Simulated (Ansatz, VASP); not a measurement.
## One calculation of V, two programs

```
V
1.0
     0.00000    2.13953    2.13953
     2.13953    0.00000    2.13953
     2.13953    2.13953    0.00000
V
1
Direct
  0.00000 0.00000 0.00000
```

Alike in both runs: task single point; functional PBEsol; k mesh 8 × 8 × 8; occupations gaussian, width 0.1 eV; collinear spin.

|  | VASP | Ansatz |
| --- | --- | --- |
| version | VASP 6.6.1 | Ansatz 0.2.0 |
| potentials or method | VASP PAW PBE potentials, release 64 (V_sv) | scalar-relativistic, plane waves, PAW |
| plane-wave cutoff (eV) | 520 | 420 |
| valence electrons in the cell | 13 | 13 |

|  | VASP | Ansatz | Ansatz less VASP |
| --- | --- | --- | --- |
| gap on the k mesh at the Fermi level (eV) | none | none | - |
| net moment per atom (μB) | 0.23 | 0.22 | -0.008 |
| size of the moment on the site where the two differ most (μB) | 0.19 | 0.20 | +0.003 |

Site moments also hang on the region over which each program counts them. A gap of «none» marks a metal or a gap that the smearing closes. With one functional, cell and mesh, what is left measures potentials, basis and numerics.
